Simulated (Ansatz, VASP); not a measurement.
## One calculation of BP, two programs

```
B P
1.0
     0.00000    2.62532    1.70646
     2.62532    0.00000    1.70646
     2.62532    2.62532    0.00000
B P
1 1
Direct
  0.00000 0.00000 0.00000
  0.75000 0.75000 0.75000
```

Alike in both runs: task single point; functional PBE; k mesh 12 × 12 × 12; occupations gaussian, width 0.05 eV; no spin polarisation.

```csv
,VASP,Ansatz
version,VASP 6.6.1,Ansatz 0.2.0
potentials or method,"VASP PAW PBE potentials, release 64 (B, P)","scalar-relativistic, plane waves, PAW"
plane-wave cutoff (eV),520,420
valence electrons in the cell,8,8
```

```tsv
	VASP	Ansatz	Ansatz less VASP
gap on the k mesh at the Fermi level (eV)	none	none	-
pressure (GPa)	-7.4	-7.2	+0.18
largest component of the traceless stress (GPa)	27.45	27.41	-0.046
```

A gap of «none» marks a metal or a gap that the smearing closes.
